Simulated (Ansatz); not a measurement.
## Straining Ru

Theory: Ansatz 0.2.0, DFT r2SCAN, scalar-relativistic, plane waves, PAW. Run with 500 eV cutoff, 24×24×12 k-mesh, Gaussian smearing of 0.10 eV, no spin polarisation.

The relaxed crystal:

```
Ru
1.0
     2.70246    0.00000    0.00000
    -1.35123    2.34040    0.00000
     0.00000    0.00000    4.26584
Ru
2
Cartesian
  0.0000 1.5603 1.0665
  1.3512 0.7801 3.1994
```

Deformation: shear that moves c along a by the strain times its height over the a-b plane, the cell held and the atoms relaxed, all within the symmetry that the strain leaves. Energies are extrapolated to zero smearing. Stress is positive in compression, on the Cartesian axes of the cell above. On this cell's mesh the reference holds a stress of up to 0.60 GPa.

Strains computed: +1.0, +2.0, +3.0 %.

Q: At which strain does the energy stand 3.4 meV/atom over the relaxed crystal with σxx = 0.35, σyy = 0.40, σzz = -0.40, σyz = 0.00, σxz = -4.00, σxy = 0.00 GPa?

A: +2.0 %.